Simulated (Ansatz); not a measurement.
The system is MoP.

```
Mo P
1.0
     3.22300    0.00000    0.00000
    -1.61150    2.79120    0.00000
     0.00000    0.00000    3.19100
Mo P
1 1
Direct
  0.00000 0.00000 0.00000
  0.33333 0.66667 0.50000
```

| Item | Value |
| --- | --- |
| Program | Ansatz 0.2.0 |
| Task | relaxation of cell and atoms |
| Functional | PBEsol |
| Dispersion | D3(BJ) |
| Potentials or basis | all-electron LAPW, scalar-relativistic |
| Basis error allowed | 0.001 eV/atom |
| k mesh | 10 × 10 × 8 |
| Occupations | fermi-dirac, width 0.05 eV |
| Spin | no spin polarisation |

At the start: volume 14.35 Å³/atom.

**Question.** How do energy, volume and symmetry change on relaxing?

**Answer.** Over 5 steps the energy falls by 20.6 meV/atom and the volume is 13.73 Å³/atom (-4.3 %); space group P-6m2 (No. 187, to 0.05 Å).

Step by step:
| step | energy change (eV) | largest force (eV/Å) | volume (Å³) |
| --- | --- | --- | --- |
| 1 | 0.0000 | 0.0000 | 28.71 |
| 2 | -0.0327 | 0.0000 | 27.01 |
| 3 | -0.0410 | 0.0000 | 27.48 |
| 4 | -0.0412 | 0.0000 | 27.46 |
| 5 | -0.0413 | 0.0000 | 27.46 |

Final structure:
```
Mo P
1.0
     3.17035    0.00000    0.00000
    -1.58517    2.74560    0.00000
     0.00000    0.00000    3.15455
Mo P
1 1
Direct
  0.00000 0.00000 0.00000
  0.33333 0.66667 0.50000
```
